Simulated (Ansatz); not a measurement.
PbS: changing the functional

```cif
data_structure
_symmetry_space_group_name_H-M 'Fm-3m'
_symmetry_Int_Tables_number 225
_cell_length_a 5.9315
_cell_length_b 5.9315
_cell_length_c 5.9315
_cell_angle_alpha 90.000
_cell_angle_beta 90.000
_cell_angle_gamma 90.000
_cell_volume 208.69
loop_
_atom_site_label
_atom_site_type_symbol
_atom_site_symmetry_multiplicity
_atom_site_Wyckoff_symbol
_atom_site_fract_x
_atom_site_fract_y
_atom_site_fract_z
_atom_site_occupancy
Pb1 Pb 4 a 0.00000 0.00000 0.00000 1
S1 S 4 b 0.50000 0.00000 0.00000 1
```

Kept alike: task single point; k mesh 4 × 4 × 4; occupations fermi-dirac, width 0.05 eV; no spin polarisation. Program: Ansatz, PAW datasets made for the crystal. Cutoffs run from 260 to 290 eV. The mesh is that of the run's cell of 2 atoms. No spin-orbit coupling.

| run | band gap (eV) | pressure (GPa) |
| --- | --- | --- |
| A | 0.789 | 1.26 |
| B | 1.403 | 1.29 |
| C | 0.356 | 2.30 |

The k mesh is coarse, so the values aren't converged. Pressure is positive in compression, with a Pulay correction for the finite cutoff. Spin-orbit coupling, left out here, moves the band edges of heavy atoms and can close or invert small gaps. A gap read on the mesh alone can miss an edge between its points.

Problem. The runs differ in the functional (and the cutoff that goes with it) alone: HSE06; PBE; PBE0. Which run is which?

Solution. Run A is HSE06; run B is PBE0; run C is PBE. The band gap runs from 0.356 (PBE) to 1.403 eV (PBE0). From PBE: HSE06 +0.433; PBE0 +1.047. The pressure runs from 1.26 (HSE06) to 2.30 GPa (PBE). From PBE: HSE06 -1.04; PBE0 -1.01. A positive pressure means that the functional's own cell is larger than the one given, a negative one that it is smaller.

The gap alone settles the assignment, while the pressure separates PBE from the hybrids but can't rank HSE06 against PBE0. The valence edge of PbS is S 3p with an antibonding Pb 6s admixture, and the conduction edge is mainly Pb 6p. Nonlocal exchange acts differently on filled and empty states and so pushes these edges apart. HSE06 and PBE0 mix in the same fraction of it, but only PBE0 keeps its long-range part, which widens the gap further and hardly alters the pressure. The equation of state thus seems to respond mainly to short-range exchange.

PbS screens strongly, so the unscreened tail in PBE0 is physically poorly suited to it, and the gap of 1.403 eV is far above the known narrow gap. PBE comes closest to experiment, but probably through cancellation: spin-orbit splitting of Pb 6p would lower the conduction edge and shrink all three gaps. The PBE value is therefore no evidence that PBE describes the band edges better than HSE06.
